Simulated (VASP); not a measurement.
**BaTiO3: relaxation of cell and atoms with r2SCAN**

The system is BaTiO3.

```
Ba Ti O
1.0
     3.99980    0.00000    0.00000
     0.00000    3.99980    0.00000
     0.00000    0.00000    4.01800
Ba Ti O
1 1 3
Cartesian
  0.0000 0.0000 0.0000
  1.9999 1.9999 1.9688
  0.0000 1.9999 2.0773
  1.9999 0.0000 2.0773
  1.9999 1.9999 0.0763
```

```yaml
Program: VASP 6.6.1
Task: relaxation of cell and atoms
Functional: r2SCAN
Potentials_or_basis: VASP PAW PBE potentials, release 64 (Ba_sv, Ti_sv, O)
Cutoff: 600 eV
k_mesh: 7 × 7 × 7
Occupations: gaussian, width 0.05 eV
Spin: no spin polarisation
Further_INCAR_settings: ALGO = Normal; EDIFF = 1e-07; IBRION = 2; EDIFFG = -0.01; NSW = 40; ISIF = 3
```

* Relaxed volume: 13.08 Å³/atom
* Relaxed cell: a = 3.987 Å, b = 3.987 Å, c = 4.114 Å, α = 90.00°, β = 90.00°, γ = 90.00°
* Space group after relaxing (to 0.05 Å): P4mm (No. 99)
* Energy gained by relaxing: 3.6 meV/atom
* Ionic steps: 14
* Pressure after relaxing: 0.0 GPa
* Largest force after relaxing: 0.009 eV/Å
* Band gap on the k mesh: 2.29 eV, indirect (least direct gap 2.66 eV)

Forces on the atoms (eV/Å):
```
Ba   0.000  0.000  0.000
Ti   0.000  0.000  0.000
O    0.000  0.000 -0.005
O    0.000  0.000 -0.005
O    0.000  0.000  0.009
```

Step by step:
| step | energy change (eV) | largest force (eV/Å) | pressure (GPa) | volume (Å³) |
| --- | --- | --- | --- | --- |
| 1 | 0.0000 | 0.3064 | 0.97 | 64.28 |
| 2 | -0.0077 | 0.2205 | -0.66 | 65.01 |
| 3 | -0.0080 | 0.2034 | -1.02 | 65.17 |
| 4 | -0.0126 | 0.1084 | 0.11 | 64.95 |
| 5 | -0.0127 | 0.0951 | 0.27 | 64.92 |
| 6 | -0.0146 | 0.0762 | 0.21 | 65.03 |
| 7 | -0.0165 | 0.1056 | 0.14 | 65.25 |
| 8 | -0.0165 | 0.1121 | 0.13 | 65.28 |
| 9 | -0.0174 | 0.0711 | -0.19 | 65.45 |
| 10 | -0.0176 | 0.0487 | -0.37 | 65.54 |
| 11 | -0.0178 | 0.0471 | 0.28 | 65.34 |
| 12 | -0.0179 | 0.0379 | 0.06 | 65.41 |
| 13 | -0.0179 | 0.0186 | -0.01 | 65.42 |
| 14 | -0.0180 | 0.0092 | 0.01 | 65.41 |

Final structure:
```
Ba Ti O
1.0
     3.98735    0.00000    0.00000
     0.00000    3.98735    0.00000
     0.00000    0.00000    4.11428
Ba Ti O
1 1 3
Direct
  0.00000 0.00000 0.99730
  0.50000 0.50000 0.47925
  0.00000 0.50000 0.51676
  0.50000 0.00000 0.51676
  0.50000 0.50000 0.03294
```

Levels at points of the mesh, in eV from the valence-band top:
| k point | band 17 | band 18 | band 19 | band 20 | band 21 | band 22 | band 23 | band 24 |
| --- | --- | --- | --- | --- | --- | --- | --- | --- |
| (0.00, 0.00, 0.00) | -1.17 | -0.57 | -0.37 | -0.37 | 2.29 | 2.72 | 2.72 | 4.40 |

Wall time 22 min on 1 thread of Intel(R) Xeon(R) Platinum 8488C (Sapphire Rapids), with other jobs on the host, peak memory 0.25 GiB.

Caveat: the PAW data sets were made with another functional, which shifts forces and pressure a little; spin-orbit coupling is left out, which moves the levels of the heavy elements; an odd mesh through Γ misses points on the zone boundary, where band edges often lie. Zero-point motion and thermal expansion aren't in these numbers.
